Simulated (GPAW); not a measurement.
ZnS (Wurtzite-2H):

```
Zn S
1.0
     3.81100    0.00000    0.00000
    -1.90550    3.30042    0.00000
     0.00000    0.00000    6.23400
Zn S
2 2
Direct
  0.66667 0.33333 0.50000
  0.33333 0.66667 0.00000
  0.66667 0.33333 0.88500
  0.33333 0.66667 0.38500
```

```yaml
Program: GPAW 26.7.0
Task: relaxation of cell and atoms
Functional: OLYP
Dispersion: D3
Potentials_or_basis: PAW data sets generated in the run's folder for this functional
Cutoff: 600 eV
Basis: pw
k_mesh: 6 × 6 × 3
Occupations: fermi-dirac, width 0.05 eV
Spin: no spin polarisation
```

At the start: pressure -2.1 GPa; volume 19.60 Å³/atom.

Question: How do energy, volume and symmetry change on relaxing?

Answer: Over 8 steps the energy falls by 8.7 meV/atom and the volume is 19.01 Å³/atom (-3.0 %); space group P6_3mc (No. 186, to 0.05 Å).

The path:
| step | energy change (eV) | largest force (eV/Å) | pressure (GPa) | volume (Å³) |
| --- | --- | --- | --- | --- |
| 1 | 0.0000 | 0.2855 | -2.10 | 78.41 |
| 2 | -0.0079 | 0.2494 | -1.95 | 78.19 |
| 3 | -0.0306 | 0.1367 | -0.44 | 76.48 |
| 4 | -0.0329 | 0.0235 | -0.74 | 76.77 |
| 5 | -0.0334 | 0.0217 | -0.64 | 76.66 |
| 6 | -0.0348 | 0.0085 | 0.08 | 75.94 |
| 7 | -0.0348 | 0.0091 | 0.04 | 75.98 |
| 8 | -0.0349 | 0.0106 | -0.03 | 76.05 |

Final structure:
```cif
data_structure
_symmetry_space_group_name_H-M 'P 1'
_symmetry_Int_Tables_number 1
_cell_length_a 3.7776
_cell_length_b 3.7776
_cell_length_c 6.1534
_cell_angle_alpha 90.000
_cell_angle_beta 90.000
_cell_angle_gamma 120.000
_cell_volume 76.05
loop_
_atom_site_label
_atom_site_type_symbol
_atom_site_fract_x
_atom_site_fract_y
_atom_site_fract_z
_atom_site_occupancy
Zn1 Zn 0.66667 0.33333 0.50437 1
Zn2 Zn 0.33333 0.66667 0.00437 1
S1 S 0.66667 0.33333 0.88063 1
S2 S 0.33333 0.66667 0.38062 1
```

Caveat: later steps reuse the first step's grids.
